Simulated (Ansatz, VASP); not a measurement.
**One calculation of Rb, two programs**

File INCAR:

```
  ALGO = Normal
  EDIFF = 1E-7
  ENCUT = 520
  ISIF = 2
  ISMEAR = 0
  LASPH = True
  LCHARG = True
  LELF = True
  LREAL = False
  LVHAR = True
  LWAVE = False
  NBANDS = 10
  NELM = 100
  PREC = Accurate
  SIGMA = 0.15
```

Contents of KPOINTS:

```
k-points
0
Gamma
  12 12 12
```

POSCAR

```
Rb
1.0
   -2.5815200000      2.5815200000      3.0304800000
    2.5815200000     -2.5815200000      3.0304800000
    2.5815200000      2.5815200000     -3.0304800000
Rb
1
Direct
    0.0000000000      0.0000000000      0.0000000000
```

Input for Ansatz:

```yaml
crystal:
  lattice:
    - [-2.58152, 2.58152, 3.03048]
    - [2.58152, -2.58152, 3.03048]
    - [2.58152, 2.58152, -3.03048]
  atoms:
    - { symbol: Rb, position: [0.0, 0.0, 0.0] }
basis:
  ecutwfc: 420
kpoints:
  mp_grid: { grid: [12, 12, 12] }
hamiltonian:
  xc: lda
scf:
  occupations: { method: gaussian, width: 0.15 }
output:
  forces: true
  stress: true
  eigenvalues: true
```

Change from the starting cell: strain -0.080 along x and y, +0.080 along z, atoms carried along.

Alike in both runs: task single point; functional LDA; k mesh 12 × 12 × 12; occupations gaussian, width 0.15 eV; no spin polarisation.

|  | VASP | Ansatz |
| --- | --- | --- |
| version | VASP 6.6.1 | Ansatz 0.2.0 |
| potentials or method | VASP PAW LDA potentials, release 64 (Rb_sv) | scalar-relativistic, plane waves, PAW |
| plane-wave cutoff (eV) | 520 | 420 |
| valence electrons in the cell | 9 | 9 |

|  | VASP | Ansatz | Ansatz less VASP |
| --- | --- | --- | --- |
| gap on the k mesh at the Fermi level (eV) | none | none | - |
| pressure (GPa) | -0.1 | -0.1 | 0.00 |

A gap of «none» marks a metal or a gap that the smearing closes.
